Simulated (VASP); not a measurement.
# BaS: supercell bands unfolded

BaS, Fm-3m (no. 225), 8 atoms in the cell. PBE, bands of a supercell unfolded onto the primitive cell; PAW potentials Ba_sv, S (PBE set).

## Input

INCAR.step1:
```
SYSTEM = BaS
  PREC = Accurate
  ENCUT = 450
  EDIFF = 1E-6
  ISMEAR = 0
  SIGMA = 0.02
  LASPH = .TRUE.
  LREAL = .FALSE.
  ALGO = Normal
  NELM = 120
  LWAVE = .FALSE.
  LCHARG = .FALSE.
  NBANDS = 15
  KPAR = 2
  GGA = PE
```

INCAR.step2, as INCAR.step1 but for:
```
- LREAL = .FALSE.
- LWAVE = .FALSE.
- NBANDS = 15
- KPAR = 2
+ LREAL = Auto
+ LWAVE = .TRUE.
+ NBANDS = 42
+ NCORE = 4
```

INCAR.step3, as INCAR.step2 but for:
```
- NELM = 120
- LWAVE = .TRUE.
- NCORE = 4
+ NELM = 3
+ ISTART = 1
+ LWAVE = .FALSE.
+ LKPROJ = .TRUE.
+ NPAR = 1
```

KPOINTS.step1:
```
k-points
0
Gamma
  8 8 4
```

KPOINTS.step2:
```
k-points
0
Gamma
  4 4 4
```

POSCAR.prim:
```
BaS
1.0
    0.0000000000      3.1937500000      3.1937500000
    3.1937500000      0.0000000000      3.1937500000
    3.1937500000      3.1937500000      0.0000000000
Ba S
1 1
Direct
    0.0000000000      0.0000000000      0.0000000000
    0.5000000000      0.5000000000      0.5000000000
```

POSCAR.step1:
```
BaS
1.0
    0.0000000000      3.1937500000      3.1937500000
    3.1937500000      0.0000000000      3.1937500000
    3.1937500000      3.1937500000      0.0000000000
Ba S
1 1
Direct
    0.0000000000      0.0000000000      0.0000000000
    0.5000000000      0.5000000000      0.5000000000
```

POSCAR.step2:
```
BaS
1.0
    0.0000000000      6.3875000000      6.3875000000
    6.3875000000      0.0000000000      6.3875000000
    3.1937500000      3.1937500000      0.0000000000
Ba S
4 4
Direct
    0.0000000000      0.0000000000      0.0000000000
    0.0000000000      0.5000000000      0.0000000000
    0.5000000000      0.0000000000      0.0000000000
    0.5000000000      0.5000000000      0.0000000000
    0.2500000000      0.2500000000      0.5000000000
    0.2500000000      0.7500000000      0.5000000000
    0.7500000000      0.2500000000      0.5000000000
    0.7500000000      0.7500000000      0.5000000000
```

Commands (each step's output is kept before the next begins):
```
cat potpaw_PBE.64/Ba_sv/POTCAR potpaw_PBE.64/S/POTCAR > POTCAR
cp INCAR.step1 INCAR
cp KPOINTS.step1 KPOINTS
cp POSCAR.step1 POSCAR
mpirun -np 4 vasp_std > vasp.out
rm WAVECAR CHG
cp INCAR.step2 INCAR
cp KPOINTS.step2 KPOINTS
cp POSCAR.step2 POSCAR
mpirun -np 4 vasp_std > vasp.out
cp INCAR.step3 INCAR
mpirun -np 1 vasp_std > vasp.out
```

## Result

- Gap after unfolding (eV): 2.11
- Smallest direct gap after unfolding (eV): 2.24
- Mean change of the direct gaps against the primitive cell (eV): 0.000

Levels next to the gap by k point of the primitive cell, with the share of each level on that k point:

| k point | Highest filled (eV) | Share | Lowest empty (eV) | Share | Gap there in the primitive cell (eV) |
|---|---|---|---|---|---|
| (-0.5, -0.5, 0) | 1.32 | 1.05 | 3.56 | 1.01 | 2.24 |
| (-0.375, -0.375, 0) | 1.29 | 1.05 | 3.74 | 1.01 |  |
| (-0.375, -0.5, 0) | 1.16 | 1.05 | 3.94 | 1.02 |  |
| (0.25, 0.25, 0) | 1.29 | 1.05 | 4.25 | 1.02 | 2.96 |
| (-0.375, 0.125, -0.5) | 1.15 | 1.04 | 4.22 | 1.02 | 3.07 |
| (-0.25, -0.375, 0) | 1.12 | 1.05 | 4.27 | 1.02 |  |
| (0.375, -0.125, 0.25) | 1.13 | 1.04 | 4.38 | 1.02 |  |
| (0.125, 0.125, 0) | 1.38 | 1.05 | 4.94 | 1.02 | 3.56 |
| (0, 0, 0) | 1.45 | 1.05 | 5.05 | 1.46 | 3.60 |
| (-0.125, 0.125, 0.25) | 1.16 | 1.04 | 4.84 | 1.02 |  |
| (0.25, 0.125, 0) | 1.15 | 1.05 | 4.87 | 1.02 | 3.72 |
| (0.375, -0.375, 0) | 0.91 | 1.04 | 4.75 | 1.02 |  |
| (-0.125, 0.125, 0) | 1.28 | 1.05 | 5.32 | 1.02 | 4.04 |
| (0.125, 0, 0) | 1.24 | 1.05 | 5.32 | 1.08 | 4.07 |
| (0.25, -0.5, 0) | 0.81 | 1.04 | 4.89 | 1.02 |  |
| (-0.375, -0.5, 0.25) | 0.93 | 1.04 | 5.05 | 1.02 |  |
| (0.125, -0.5, 0.25) | 0.92 | 1.04 | 5.33 | 1.02 |  |
| (0.375, 0.125, 0) | 0.78 | 1.04 | 5.30 | 1.03 | 4.52 |
| (-0.25, 0.125, 0) | 0.98 | 1.05 | 5.59 | 1.03 | 4.61 |
| (0.25, 0, 0) | 0.83 | 1.04 | 5.56 | 1.05 | 4.73 |

VASP 6.6.1 took 83 s on 4 cores (Intel Xeon 6975P-C (Granite Rapids)), a shared host.
